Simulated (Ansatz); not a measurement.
Ansatz input file:

```yaml
crystal:
  lattice:
    - [4.1528121014, 0.0, 0.0]
    - [-2.0764060507, 3.596440777, 0.0]
    - [0.0, 0.0, 6.2616877803]
  atoms:
    - { symbol: Ge, position: [0.6666666667, 0.3333333333, 0.0250188917] }
    - { symbol: Ge, position: [0.3333333333, 0.6666666667, 0.5250188917] }
    - { symbol: Ge, position: [0.6666666667, 0.3333333333, 0.4749811083] }
    - { symbol: Ge, position: [0.3333333333, 0.6666666667, 0.9749811083] }
basis:
  ecutwfc: 420
kpoints:
  mp_grid: { grid: [12, 12, 6] }
hamiltonian:
  xc: pbe
scf:
  occupations: { method: gaussian, width: 0.1 }
output:
  forces: true
  stress: true
  eigenvalues: true
  populations: true
```

Command:
```bash
ansatz run input.yaml --threads 1 --pin off --max-ram 1331MiB --backend cpu --events-out ev --progress --plain --runs-dir out
```

The calculation used Ansatz 0.2.0, DFT PBE, scalar-relativistic, plane waves, PAW.

Part of what the program printed, abridged:

```
Pseudopotentials: kind: paw
Pseudopotential: Ge, paw, valence charge 14, recommended cutoff 420 eV (normal)
Functional definition: PBE
Crystal: 4 atoms, lattice volume = 93.520 Å³
Basis set: ecut = 420 eV, 1791 PW (Γ), exchange–correlation on 60×60×90 points (8 copies of the dense FFT grid, shifted against one another)
Bands: 34, of which v1, the nominal top of the filled ones, is band 28 counted from 1 (27 counted from 0)
Symmetry: 24 space group operations
Space group: P63/mmc (ITA 194), of the structure as read, at distance tolerance 4.5e-5 Å
k-points: 76 of 864
Initial density: superposition of atomic densities (neutral atoms: chi_scale 0, normalization atom), corrected by the library's trained network
Initial wavefunctions: pseudopotential atomic-orbital guess
Functional: x = pbe(κ = 0.804, μ = 0.21951497), c = pbe(β = 0.06672455)
SCF iter   1: F=—  HF=-17178.764584 eV  |F-HF|=—  |Δ(HF+E_count)|=         —  Δρ=1.86e-3  dr2=2.80e-3  ethr=1.77e-3  ⟨swp⟩=5.7  Hψ=9744  notcnv=0
SCF iter   2: F=—  HF=-17178.764319 eV  |F-HF|=—  |Δ(HF+E_count)|=   2.64e-4  Δρ=1.30e-3  dr2=8.80e-4  ethr=5.00e-6  ⟨swp⟩=2.0  Hψ=5334  notcnv=0
SCF iter   3: F=—  HF=-17178.763365 eV  |F-HF|=—  |Δ(HF+E_count)|=   9.54e-4  Δρ=1.85e-4  dr2=3.24e-5  ethr=1.57e-6  ⟨swp⟩=2.0  Hψ=4620  notcnv=0
SCF iter   4: F=—  HF=-17178.763362 eV  |F-HF|=—  |Δ(HF+E_count)|=   3.42e-6  Δρ=4.93e-5  dr2=3.01e-6  ethr=5.79e-8  ⟨swp⟩=2.0  Hψ=4622  notcnv=0
SCF iter   5: F=—  HF=-17178.763365 eV  |F-HF|=—  |Δ(HF+E_count)|=   3.60e-6  Δρ=2.01e-5  dr2=3.54e-7  ethr=5.37e-9  ⟨swp⟩=2.0  Hψ=3105  notcnv=0
SCF iter   6: F=-17178.763365 eV  HF=-17178.763365 eV  |F-HF|=3.36e-9  |Δ(HF+E_count)|=   1.51e-7  Δρ=4.31e-6  dr2=1.30e-8  ethr=1.79e-10  ⟨swp⟩=7.1  Hψ=11020  notcnv=0
SCF 1 converged in 6 iterations: F = -17178.763365 eV  dr2 = 1.30e-8
SCF converged after 6 iterations
Free energy (F): -17178.763365 eV
Harris-Foulkes:  -17178.763365 eV  (|F-HF|=3.36e-9)
Internal energy: -17178.757104 eV  (E = F + TS)
E sigma→0 (E₀):  -17178.760234 eV
Entropy (-TS):   -0.006261 eV (-1.565 meV/atom)
Fermi energy:    8.060999 eV
--- Per-component energies (eV) ---
  E_band       = -621.016724
  E_kinetic    = 444.050791
  E_local      = -9974.939272  (includes V_loc(G=0)·N_el)
  E_nonlocal   = 1671.569872
  E_hartree    = 4371.198019
  E_xc         = -301.501803
  E_vxc        = -257.297520  (∫ρ·V_xc dr)
  E_paw        = -8076.791977  (= ΣΔE_a)
  E_vpaw       = -1246.787945  (= ΣTr[D̂ρ^β])
  E_aug_tail   = 0.001373  (compensation charges beyond the density's cutoff)
  E_ewald      = -5312.344107
  E_smearing   = -0.006261  (= −TS)
--- Forces (eV/Å), atoms counted from 1 ---
  atom   1  Ge     0.00000000     0.00000000     1.59546161
  atom   2  Ge     0.00000000     0.00000000     1.59546161
  atom   3  Ge     0.00000000     0.00000000    -1.59546161
  atom   4  Ge     0.00000000     0.00000000    -1.59546161
--- Stress (GPa, compression-positive) ---
        4.154568       0.000000       0.000000
        0.000000       4.154568       0.000000
        0.000000       0.000000      -1.503642
  P = ⅓ Tr σ = 2.2685 GPa (22.685 kbar)
--- Band table (eV; the first three rows and the last of 76) ---
  k-point 0: bands = ["-16.7225", "-16.6914", "-16.6914", "-16.6860", "-16.6860", "-16.6613", "-16.6613", "-16.6465", "-16.6324", "-16.6324", "-16.5380", "-16.5155", "-16.5155", "-16.5077", "-16.5077", "-16.5062", "-16.5062", "-16.4857", "-16.4857", "-16.4519", "-4.4157", "-2.4895", "2.4334", "5.8445", "6.0799", "6.0799", "7.4865", "7.4865", "7.8310", "10.1056", "10.4379", "10.4379", "10.6856", "12.3131"]
  k-point 1: bands = ["-16.7183", "-16.6911", "-16.6911", "-16.6864", "-16.6864", "-16.6594", "-16.6594", "-16.6534", "-16.6344", "-16.6344", "-16.5304", "-16.5152", "-16.5152", "-16.5095", "-16.5095", "-16.5034", "-16.5034", "-16.4868", "-16.4868", "-16.4568", "-4.3287", "-2.7005", "2.8290", "5.9565", "6.1531", "6.1531", "7.3596", "7.3596", "7.3601", "9.4073", "10.5352", "10.5352", "11.1563", "12.1261"]
  k-point 2: bands = ["-16.7063", "-16.6901", "-16.6901", "-16.6874", "-16.6874", "-16.6698", "-16.6543", "-16.6543", "-16.6399", "-16.6399", "-16.5143", "-16.5143", "-16.5122", "-16.5114", "-16.5114", "-16.4991", "-16.4991", "-16.4899", "-16.4899", "-16.4706", "-4.0732", "-3.1715", "3.8342", "6.3053", "6.3638", "6.3638", "6.3827", "7.0481", "7.0481", "8.0199", "10.8073", "10.8073", "11.6929", "11.6929"]
  k-point 75: bands = ["-16.8107", "-16.8107", "-16.7185", "-16.7185", "-16.6975", "-16.6975", "-16.6444", "-16.6444", "-16.5839", "-16.5839", "-16.5649", "-16.5649", "-16.4987", "-16.4987", "-16.4923", "-16.4923", "-16.4586", "-16.4586", "-16.3773", "-16.3773", "-1.0997", "-1.0997", "-0.5360", "-0.5360", "3.7516", "3.7516", "7.6858", "7.6858", "9.4585", "9.4585", "12.7014", "12.7014", "13.2864", "13.2864"]
--- Löwdin populations: 4 sites ---
  site symbol q [e]
     0     Ge     13.9755
     1     Ge     13.9755
     2     Ge     13.9755
     3     Ge     13.9755
  spilling = 0.001750 (of n_electrons = 56.000000)
```

The calculation finished and met its thresholds.